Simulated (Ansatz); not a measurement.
CuO:

```
CELL_PARAMETERS angstrom
0.00000 2.32725 2.32725
2.32725 0.00000 2.32725
2.32725 2.32725 0.00000
ATOMIC_POSITIONS crystal
Cu 0.00000 0.00000 0.00000
O 0.25000 0.25000 0.25000
```

Measurements of this composition are mostly on another form, of space group No. 15.

Program: Ansatz 0.2.0. Alike in all runs: potentials or basis Ansatz PAW; no spin polarisation; cell as given; k mesh 10 × 10 × 10; smearing fermi-dirac 0.05 eV. Hardware: 2 threads of Arm Neoverse V1, on a shared host.

Question: Order these runs on this cell by their wall time, lowest first.
A. task single point; level PBE; cutoff (eV) 250
B. task single point; level PBE; cutoff (eV) 800
C. task band structure; level r2SCAN+U; U Cu d U = 4.5 eV; cutoff (eV) 500; points for each segment of the path 14; hubbard projectors ortho-atomic (the default); double counting fll (the default)

Answer: A (0.87 s), B (2.4 s), C (6.3 s).

Caveats: an odd number of electrons without spin polarisation forces a metal; a magnetic or distorted state may lie lower; the run has no spin polarisation, though such a crystal can be magnetic; U without spin polarisation on a metal has little footing (some runs).
